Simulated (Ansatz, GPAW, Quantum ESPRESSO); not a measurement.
## One calculation of Nb, 7 ways

```
Nb
1.0
    -1.66395    1.66395    1.66395
     1.66395   -1.66395    1.66395
     1.66395    1.66395   -1.66395
Nb
1
Direct
  0.00000 0.00000 0.00000
```

Alike in all runs: task band structure; functional PBE; k mesh 11 × 11 × 11; occupations fermi-dirac, width 0.05 eV; no spin polarisation; no spin-orbit coupling. Pressure is positive in compression and, in plane waves, holds the error of the finite cutoff, which Ansatz's Pulay term estimates and takes out.

| program and potentials | plane-wave cutoff (eV) | notes | pressure (GPa) |
| --- | --- | --- | --- |
| Ansatz, Ansatz PAW | 420 | Pulay term of +0.03 GPa included | -2.00 |
| GPAW, PAW data sets generated for this functional | 600 | - | -2.73 |
| GPAW, GPAW PAW data sets (gpaw-data 1.2.1) | 600 | - | -2.73 |
| Ansatz, Ansatz NC | 1116 | Pulay term of +0.05 GPa included | -1.98 |
| Ansatz, all-electron LAPW, scalar-relativistic | - | - | -2.00 |
| Quantum ESPRESSO, PseudoDojo 0.4.1 SR PBE standard | 1116 | - | -1.81 |
| Ansatz, Ansatz PAW (files of its older set among them) | 770 | - | -2.00 |

The pressure spans -2.73 (GPAW, GPAW PAW data sets (gpaw-data 1.2.1)) to -1.81 GPa (Quantum ESPRESSO, PseudoDojo 0.4.1 SR PBE standard), with all-electron results at -2.00.

Differences between rows come from potentials, basis sets and numerical settings, since the functional is the same but for its coding. Runs on potential files found faulty are left out.
